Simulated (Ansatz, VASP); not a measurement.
**SnTe in VASP and in Ansatz**

```
Te Sn
1.0
     0.00000    3.15085    3.15085
     3.15085    0.00000    3.15085
     3.15085    3.15085    0.00000
Te Sn
1 1
Direct
  0.50000 0.50000 0.50000
  0.00000 0.00000 0.00000
```

Alike in both runs: task single point; functional PBE; k mesh 7 × 7 × 7; occupations gaussian, width 0.019 eV; no spin polarisation.

|  | VASP | Ansatz |
| --- | --- | --- |
| version | VASP 6.6.1 | Ansatz 0.2.0 |
| potentials or method | VASP PAW PBE potentials, release 64 (Te, Sn_d) | Ansatz PAW |
| plane-wave cutoff (eV) | 520 | 420 |
| valence electrons in the cell | 20 | 30 |

```tsv
	VASP	Ansatz	Ansatz less VASP
gap on the k mesh at the Fermi level (eV)	0.66	0.66	+0.001
least direct gap on the mesh (eV)	0.66	0.66	+0.001
pressure (GPa)	2.2	2.2	+0.06
```

The two sets of potentials don't hold the same shells in valence.

Spin-orbit coupling is left out, which matters for the levels of Te.
